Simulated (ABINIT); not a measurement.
Write the native input for ABINIT 10.8.3 (patched build) that does the following.

```
Task                                            : equation of state
Functional                                      : PBE
Potentials or basis                             : JTH PAW PBE v2.0
Cutoff                                          : 517 eV
k mesh                                          : 12 × 12 × 3
Occupations                                     : fermi-dirac, width 0.05 eV
Spin                                            : no spin polarisation
Fine-grid cutoff                                : 1034.03 eV
Exchange and correlation inside the PAW spheres : full angular mesh (pawxcdev 0, this build's default; the released program takes 1)
```

C, a slab with vacuum:

```
C
1.0
     2.45617    0.00000    0.00000
    -1.22809    2.12711    0.00000
     0.00000    0.00000    8.52380
C
2
Direct
  0.66667 0.33333 0.00000
  0.33333 0.66667 0.00000
```

These files were run (other wordings do the same):

run.abi

```
# Datasets: one volume each
ndtset 7
getwfk -1
scalecart1 3*0.9795861087
scalecart2 3*0.9864848297
scalecart3 3*0.9932883884
scalecart4 3*1.0000000000
scalecart5 3*1.0066227096
scalecart6 3*1.0131594038
scalecart7 3*1.0196128224

# Pseudopotentials
pp_dirpath "./"
pseudos "C.GGA_PBE-JTH.xml"

# Structure
acell 3*1.0 Angstrom
rprim
     2.4561701622     0.0000000000     0.0000000000
    -1.2280850811     2.1271057565     0.0000000000
     0.0000000000     0.0000000000     8.5238033600
ntypat 1
znucl 6
natom 2
typat 1 1
xred
     0.6666666667     0.3333333333     0.0000000000
     0.3333333333     0.6666666667     0.0000000000

# Plane-wave basis
ecut 517.016339 eV
pawecutdg 38.0
pawovlp 30

# k points
kptopt 1
ngkpt 12 12 3
nshiftk 1
shiftk 0.0 0.0 0.0

# Exchange and correlation
ixc 11

# Bands and occupations
nband 8
occopt 3
tsmear 0.00183747

# SCF cycle
nstep 100
tolvrs 1.0e-9

# Output
iomode 3
prtwf 1
prtden 0
prteig 0
prtebands 0
```

Potentials or basis: JTH PAW PBE v2.0.

Run with:

```console
$ abinit run.abi > log 2>&1
```

It gave:

| Item | Value |
| --- | --- |
| Equilibrium volume | 22.54 Å³/atom |
| Bulk modulus at fixed shape and positions | 106 GPa |
| Pressure derivative of the bulk modulus | 4.4 (rough: it moves with the points fitted) |

Caveat: the atomic spheres overlap; pressures at fixed basis lie under the slope of the energies; the cell was scaled at fixed shape and fractional positions, which overstates the stiffness of a crystal with free parameters, most of all of layers and chains.

Run time: 59 s on 1 thread of Arm Neoverse V2, on a shared host, peak memory 0.13 GiB.
